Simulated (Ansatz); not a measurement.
Here is an Ansatz 0.2.0 calculation.

File input.yaml:

```yaml
crystal:
  lattice:
    - [-1.657269, 1.657269, 1.657269]
    - [1.657269, -1.657269, 1.657269]
    - [1.657269, 1.657269, -1.657269]
  atoms:
    - { symbol: Au, position: [0.0, 0.0, 0.0] }
hamiltonian:
  xc: pbesol
  pseudopotentials: { kind: paw_fr }
magnetization:
  noncollinear: true
  spin_orbit: true
kpoints:
  mp_grid: { grid: [11, 11, 11] }
  band_path:
    path:
      - [[0.0, 0.0, 0.0], [0.5, -0.5, 0.5], [0.0, 0.0, 0.5], [0.0, 0.0, 0.0], [0.25, 0.25, 0.25], [0.5, -0.5, 0.5]]
      - [[0.25, 0.25, 0.25], [0.0, 0.0, 0.5]]
    npoints: 14
scf:
  occupations: { method: fermi_dirac, width: 0.05 }
  n_extra_bands: 6
output:
  forces: true
  stress: true
  eigenvalues: true
  fatbands: false
  write_density: true
  write_potential: true
  elf: true
  volumetric_format: npy
```

Potentials or basis: Ansatz PAW.

Run with:

```console
$ ansatz run input.yaml --threads 2 --pin off --max-ram 5632MiB --backend cpu --events-out ev --progress --plain --runs-dir out
```

Predict the pressure.

-10.4 GPa.

What does it give for the band gap on the k mesh?

None (metal or under the smearing width).

Levels at the corners of the path, in eV from the Fermi level:
| point | band 16 | band 17 | band 18 | band 19 | band 20 | band 21 |
| --- | --- | --- | --- | --- | --- | --- |
| Γ | -3.85 | -2.43 | -2.43 | -2.43 | -2.43 | 16.45 |
| H | -1.94 | -0.89 | -0.89 | 4.60 | 4.60 | 6.92 |
| N | -2.49 | -1.08 | -1.08 | -0.49 | -0.49 | 3.34 |
| Γ | -3.85 | -2.43 | -2.43 | -2.43 | -2.43 | 16.45 |
| P | -2.31 | -2.31 | -2.31 | 2.73 | 2.73 | 6.30 |
| H | -1.94 | -0.89 | -0.89 | 4.60 | 4.60 | 6.92 |
| P | -2.31 | -2.31 | -2.31 | 2.73 | 2.73 | 6.30 |
| N | -2.49 | -1.08 | -1.08 | -0.49 | -0.49 | 3.34 |

Caveat: the PAW data sets come from PBE, with cores solved anew for the run's functional, which leaves a small shift of forces and pressure.
